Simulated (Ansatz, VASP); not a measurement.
# CdSe: VASP beside Ansatz

```xyz
2
Lattice="3.4692 0.0000 0.0000 0.0000 3.4692 0.0000 0.0000 0.0000 3.4692" Properties=species:S:1:pos:R:3 pbc="T T T"
Cd    0.0000    0.0000    0.0000
Se    1.7346    1.7346    1.7346
```

Alike in both runs: functional PBE; k mesh 13 × 13 × 13; occupations fermi-dirac, width 0.05 eV; no spin polarisation.

Ansatz relaxed the structure, and its values are those at the end. VASP's run is a single point on that final structure, the one shown.

```csv
,VASP,Ansatz
version,VASP 6.6.1,Ansatz 0.2.0
potentials or method,"VASP PAW PBE potentials, release 64 (Cd, Se)","PAW with Ansatz's default frozen-core files, scalar-relativistic"
plane-wave cutoff (eV),520,420
valence electrons in the cell,18,36
```

Ansatz gave:

- pressure (GPa): 5.2

Task: Estimate VASP's values.

Result: Pressure (GPa): 5.6.

The two sets of potentials don't hold the same shells in valence.
